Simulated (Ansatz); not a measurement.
Fe:

```
Fe
1.0
     0.00000    1.94174    1.96511
     1.49844    0.00000    1.96511
     1.49844    1.94174    0.00000
Fe
1
Direct
  0.00000 0.00000 0.00000
```

Program: Ansatz 0.2.0. Alike in all runs: task band structure; potentials or basis all-electron LAPW, scalar-relativistic; spin collinear, ferromagnetic start; cell as given; k mesh 13 × 13 × 13; cutoff (eV) 316; smearing fermi-dirac 0.05 eV; basis error allowed 0.001 eV/atom.

Task: Order these runs on this cell by their pressure, lowest first.
A. level PBEsol
B. level PBE
C. level LDA

Result: C (-18.8 GPa), A (-10.5 GPa), B (-1.3 GPa).
